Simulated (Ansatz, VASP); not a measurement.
## One calculation of C, two programs

```xyz
2
Lattice="0.0000 1.7834 1.7834 1.7834 0.0000 1.7834 1.7834 1.7834 0.0000" Properties=species:S:1:pos:R:3 pbc="T T T"
C     1.7834    1.7834    1.7834
C     2.6751    2.6751    2.6751
```

This isn't the form of C at room conditions, which is graphite.

Alike in both runs: task single point; functional LDA; k mesh 8 × 8 × 8; occupations gaussian, width 0.1 eV; no spin polarisation.

|  | VASP | Ansatz |
| --- | --- | --- |
| version | VASP 6.6.1 | Ansatz 0.2.0 |
| potentials or method | VASP PAW LDA potentials, release 64 (C) | scalar-relativistic, plane waves, PAW |
| plane-wave cutoff (eV) | 520 | 600 |
| valence electrons in the cell | 8 | 8 |

```csv
,VASP,Ansatz,Ansatz less VASP
gap on the k mesh at the Fermi level (eV),4.10,4.11,+0.010
least direct gap on the mesh (eV),5.54,5.54,-0.001
pressure (GPa),-11.7,-13.2,-1.55
```

Ansatz warned: «pseudo_functional_mismatch».
